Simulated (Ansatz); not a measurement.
## O-17 fingerprints of the forms of TiO2

Level of theory: DFT, r2SCAN, plane waves and PAW, scalar-relativistic, 500 eV cutoff (Ansatz 0.2.0). Q(O-17) = -25.58 mb, I = 5/2. The cells come from the COD, with the atoms relaxed (PBE, cell held). Spin–orbit coupling is left out.

Q: Rank the structures by their largest O-17 |C_Q|, smallest first.
A. I4_1/amd, 6 atoms in the cell run; O site: 3 Ti at 1.93–1.99 Å
B. P4_2/mnm, 6 atoms in the cell run; O site: 3 Ti at 1.95–1.98 Å

A: A (1.19 MHz), B (1.65 MHz).
